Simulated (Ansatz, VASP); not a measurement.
Given: the input of a run of Ansatz 0.2.0 on Ru.

input.yaml

```yaml
crystal:
  lattice:
    - [2.7058, 0.0, 0.0]
    - [-1.3529, 2.3432915376, 0.0]
    - [0.0, 0.0, 4.2819]
  atoms:
    - { symbol: Ru, position: [0.6666666667, 0.3333333333, 0.75] }
    - { symbol: Ru, position: [0.3333333333, 0.6666666667, 0.25] }
kpoints:
  mp_grid: { grid: [11, 11, 6] }
scf:
  occupations: { method: fermi_dirac, width: 0.05 }
hamiltonian:
  xc: revpbe
  pseudopotentials: { kind: all_electron, lapw: { basis_error: 0.001 } }
output:
  forces: true
  stress: true
relax:
  f_tol: 0.02
  max_steps: 60
  cell: {}
```

Potentials or basis: all-electron LAPW, scalar-relativistic.

Run with:

```console
$ ansatz run input.yaml --threads 1 --pin off --max-ram 3072MiB --backend cpu --events-out ev --progress --plain --runs-dir out
```

Task: Translate it to VASP 6.6.1. Potentials there: VASP PAW PBE potentials, release 64 (Ru_pv).

Result: As run (the cutoff follows the program's own potentials):

The input INCAR:

```
PREC = Accurate ; ENCUT = 600
EDIFF = 1E-6 ; ISMEAR = -1
SIGMA = 0.05 ; LREAL = F
LASPH = T ; NELM = 80
ALGO = Normal ; ISIF = 3
LWAVE = F ; LCHARG = F
GGA = RE ; IBRION = 2
NSW = 80 ; EDIFFG = -0.02
```

Contents of KPOINTS:

```
regular mesh
0
Gamma
  11 11 6
```

Contents of POSCAR:

```
Ru
1.0
    2.7058000000      0.0000000000      0.0000000000
   -1.3529000000      2.3432915376      0.0000000000
    0.0000000000      0.0000000000      4.2819000000
Ru
2
Direct
    0.6666666667      0.3333333333      0.7500000000
    0.3333333333      0.6666666667      0.2500000000
```

Potentials or basis: VASP PAW PBE potentials, release 64 (Ru_pv).

Launch:

```console
$ cat potpaw_PBE.64/Ru_pv/POTCAR > POTCAR
$ mpirun -np 1 vasp_std > vasp.out
```

Both were run:

|  | VASP | Ansatz | Ansatz less VASP |
| --- | --- | --- | --- |
| relaxed volume (Å³/atom) | 13.90 | 13.91 | +0.005 |
| relaxed cell length with the largest relative difference (Å) | 4.312 | 4.313 | +0.0015 |
| energy change over the relaxation (meV/atom) | -8 | -8 | -0.1 |

Ansatz ran all-electron here, so the differences hold the error of VASP's frozen core and of both bases.

Caveats: the PAW data sets were made with another functional, which shifts forces and pressure a little (VASP). revPBE gives volumes clearly too large for solids. Zero-point motion and thermal expansion aren't in these numbers.
